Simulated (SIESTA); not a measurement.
InP under changes of volume

One of the cells (25.167 Å³/atom); the others are scaled copies at fixed shape and fractional positions:

```xyz
2
Lattice="0.0000 2.9305 2.9305 2.9305 0.0000 2.9305 2.9305 2.9305 0.0000" Properties=species:S:1:pos:R:3 pbc="T T T"
In    0.0000    0.0000    0.0000
P     4.3957    4.3957    4.3957
```

```yaml
Program: SIESTA 5.4.2
Functional: vdW-DF-cx
Potentials_or_basis: PseudoDojo 0.4 standard (PBE files)
Basis: DZP (energy shift 0.003 Ry; two zetas on semicore shells)
Grid_cutoff: 500 Ry
Energy_shift: 0.003 Ry
k_mesh: 8 × 8 × 8
Occupations: fermi-dirac, width 0.05 eV
Spin: no spin polarisation
```

| volume (Å³/atom) | energy over the lowest point (meV/atom) | pressure (GPa) | gap on the mesh (eV) |
| --- | --- | --- | --- |
| 23.657 | ? | ? | ? |
| 24.160 | 25.74 | 5.2 | 1.02 |
| 24.663 | 12.14 | 3.5 | 0.89 |
| 25.167 | 3.76 | 1.9 | 0.76 |
| 25.670 | 0.00 | 0.5 | 0.64 |
| 26.173 | 0.52 | -0.8 | 0.52 |
| 26.677 | 4.72 | -1.9 | 0.41 |

Q: What does the run at 23.657 Å³/atom give?

A: Energy over the lowest point 45.11 meV/atom; pressure 7.2 GPa; gap on the mesh 1.15 eV.

Worked out: A Birch-Murnaghan fit of order 3 (a polynomial in V^(-2/3)) to the other rows has its minimum at 25.86 Å³/atom with B0 = V·E''(V) = 66 GPa and B' = 4.6. It gives 45.16 meV/atom at 23.657 Å³/atom, against the run's 45.11, and -dE/dV = 7.2 GPa, against 7.2. A straight line through the other rows of the gap, of slope -6.17 eV per unit of ln V (its deformation potential), extrapolates to 1.15 eV, against the run's 1.15.

Energies are extrapolated to zero smearing.

Caveats: the potentials were made for another functional, which shifts forces and pressure; spin-orbit coupling is left out, which moves the levels of the heavy elements; the basis of atomic orbitals isn't converged, which shifts pressures, moduli and gaps.

A mesh can miss the band edges.
